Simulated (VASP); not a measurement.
MgZn15S16 (a cell with a defect) (Wurtzite-4H): electric field gradients with PBE

MgZn15S16 (a cell with a defect) (Wurtzite-4H):

```
CELL_PARAMETERS angstrom
7.64540 0.00000 0.00000
-3.82270 6.62111 0.00000
0.00000 0.00000 12.52000
ATOMIC_POSITIONS crystal
Zn 0.00000 0.00000 0.00000
Zn 0.00000 0.50000 0.00000
Zn 0.50000 0.00000 0.00000
Zn 0.50000 0.50000 0.00000
Zn 0.00000 0.00000 0.50000
Zn 0.00000 0.50000 0.50000
Zn 0.50000 0.00000 0.50000
Zn 0.50000 0.50000 0.50000
Zn 0.16667 0.83333 0.25000
Zn 0.66667 0.33333 0.25000
Zn 0.66667 0.83333 0.25000
Zn 0.33333 0.16667 0.75000
Zn 0.33333 0.66667 0.75000
Zn 0.83333 0.16667 0.75000
Zn 0.83333 0.66667 0.75000
Mg 0.16667 0.33333 0.25000
S 0.00000 0.00000 0.18750
S 0.00000 0.50000 0.18750
S 0.50000 0.00000 0.18750
S 0.50000 0.50000 0.18750
S 0.00000 0.00000 0.68750
S 0.00000 0.50000 0.68750
S 0.50000 0.00000 0.68750
S 0.50000 0.50000 0.68750
S 0.16667 0.33333 0.43750
S 0.16667 0.83333 0.43750
S 0.66667 0.33333 0.43750
S 0.66667 0.83333 0.43750
S 0.33333 0.16667 0.93750
S 0.33333 0.66667 0.93750
S 0.83333 0.16667 0.93750
S 0.83333 0.66667 0.93750
```

```json
{
 "Program": "VASP 6.6.1",
 "Task": "electric field gradients",
 "Functional": "PBE",
 "Potentials or basis": "VASP PAW PBE potentials, release 64 (Zn, Mg, S)",
 "Cutoff": "520 eV",
 "k mesh": "3 × 3 × 2",
 "Occupations": "fermi-dirac, width 0.01 eV",
 "Spin": "no spin polarisation",
 "Dipole correction": "no",
 "Further INCAR settings": "LREAL = Auto; ALGO = Fast; EDIFF = 1e-08; NBANDS = 161"
}
```

```yaml
Pressure: 2.1 GPa
Largest_force: 0.718 eV/Å
Band_gap_on_the_k_mesh: 2.22 eV, direct
```

Forces in eV/Å, atoms in the order of the input:
```
Zn   0.000 -0.037  0.031
Zn  -0.032  0.018  0.031
Zn   0.000  0.000  0.017
Zn   0.032  0.018  0.031
Zn   0.000  0.015  0.051
Zn   0.013 -0.008  0.051
Zn   0.000  0.000  0.035
Zn  -0.013 -0.008  0.051
Zn  -0.043 -0.025 -0.023
Zn   0.000  0.049 -0.023
Zn   0.043 -0.025 -0.023
Zn  -0.004  0.002  0.004
Zn   0.000 -0.005  0.004
Zn   0.004  0.002  0.004
Zn   0.000  0.000  0.024
Mg   0.000  0.000  0.021
S    0.000 -0.659 -0.276
S   -0.570  0.329 -0.276
S    0.000  0.000 -0.043
S    0.570  0.329 -0.276
S    0.000 -0.008 -0.043
S   -0.007  0.004 -0.043
S    0.000  0.000 -0.048
S    0.007  0.004 -0.043
S    0.000  0.000  0.718
S    0.002  0.001  0.011
S    0.000 -0.003  0.011
S   -0.002  0.001  0.011
S    0.002 -0.001  0.010
S    0.000  0.002  0.010
S   -0.002 -0.001  0.010
S    0.000  0.000 -0.019
```

Stress tensor (GPa, compression positive):
```
2.20 0.00 0.00
0.00 2.20 0.00
0.00 0.00 1.99
```

Levels at points of the mesh, in eV from the valence-band top:
```tsv
k point	band 136	band 137	band 138	band 139	band 140	band 141	band 142	band 143
(0.00, 0.00, 0.00)	-0.42	-0.05	0.00	0.00	2.22	3.24	3.34	3.34
(0.00, 0.00, 0.50)	-0.18	-0.18	-0.10	-0.10	3.02	3.09	3.35	3.42
```

Electric field gradients, principal values (V/Å²):
```
 atom     Vxx     Vyy      Vzz
 1 Zn  -0.652  -1.461    2.113
 2 Zn  -0.655  -1.458    2.113
 3 Zn  -1.144  -1.148    2.291
 4 Zn  -0.652  -1.461    2.113
 5 Zn  -0.636  -0.665    1.301
 6 Zn  -0.638  -0.662    1.301
 7 Zn  -0.909  -0.913    1.822
 8 Zn  -0.636  -0.665    1.301
 9 Zn  -0.381  -0.434    0.815
10 Zn  -0.381  -0.434    0.815
11 Zn  -0.379  -0.435    0.814
12 Zn  -0.142  -0.273    0.415
13 Zn  -0.145  -0.270    0.415
14 Zn  -0.145  -0.270    0.415
15 Zn   0.056   0.060   -0.116
16 Mg  -0.113  -0.116    0.230
 17 S  23.154  24.874  -48.028
 18 S  23.154  24.874  -48.027
 19 S  -0.609  -0.610    1.219
 20 S  23.154  24.874  -48.028
 21 S  -0.315  -1.086    1.400
 22 S  -0.315  -1.086    1.400
 23 S  -0.831  -0.831    1.662
 24 S  -0.315  -1.086    1.400
 25 S  22.214  22.214  -44.428
 26 S  -1.024  -1.128    2.152
 27 S  -1.024  -1.128    2.152
 28 S  -1.024  -1.127    2.152
 29 S  -0.826  -1.348    2.174
 30 S  -0.827  -1.347    2.174
 31 S  -0.827  -1.347    2.174
 32 S  -0.625  -0.626    1.251
```

Wall time 23 min on 1 thread of Intel(R) Xeon(R) 6975P-C (Granite Rapids) (shared host), peak memory 0.96 GiB.
